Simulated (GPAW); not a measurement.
Runs of GPAW 26.7.0 on Au. The cell holds a slab with vacuum, 5 atoms: a = 2.823 Å, b = 2.920 Å, c = 24.786 Å, α = 90.00°, β = 90.00°, γ = 118.91°. The slab is cut from a database's or a generator's crystal, which needn't be the stable form of the element.

```csv
task,level,potentials or basis,cell,series job,gap on the mesh (eV),largest force (eV/Å),work function (eV)
single point,LDA,"the program's PAW data sets (release 1.2.1) made for this functional, pw","the (0 0 1) slab of Au, cut from the database cell, not relaxed",-,none,0.32,(b)
single point,revPBE,"the program's PAW data sets (release 1.2.1) made for this functional, pw","the (0 0 1) slab of Au, cut from the database cell, not relaxed",-,none,0.32,5.00
single point,r2SCAN,"GPAW PAW data sets (gpaw-data 1.2.1), pw","the (0 0 1) slab of Au, cut from the database cell, not relaxed",-,none,0.14,5.17
single point,BEEF-vdW,"GPAW PAW data sets (gpaw-data 1.2.1), pw","the (0 0 1) slab of Au, cut from the database cell, not relaxed",-,none,0.50,5.28
single point,RPBE,"the program's PAW data sets (release 1.2.1) made for this functional, pw","the (0 0 1) slab of Au, cut from the database cell, not relaxed",-,none,0.37,(a)
single point,vdW-DF-cx,"GPAW PAW data sets (gpaw-data 1.2.1), pw","the (0 0 1) slab of Au, cut from the database cell, not relaxed",-,none,0.12,5.30
single point,PBEsol,"PAW data sets generated in the run's folder for this functional, pw","the (0 0 1) slab of Au, cut from the database cell, not relaxed",-,none,0.15,5.30
single point,WC,"PAW data sets generated in the run's folder for this functional, pw","the (0 0 1) slab of Au, cut from the database cell, not relaxed",-,none,0.12,5.29
```

Alike in all rows: no spin polarisation; k mesh 11 × 11 × 1; cutoff (eV) 450; smearing fermi-dirac 0.05 eV.

Task: Fill in the values left out.

Result: (a) 4.97; (b) 5.58.

Caveats: the PAW data sets were made with another functional, which shifts forces and pressure a little (some runs).

A k mesh can miss the band edges, and the runs leave out spin-orbit coupling on Au.

A gap of «none» marks a metal or a gap under the smearing width.

Runs at the PBE level aren't shown here.
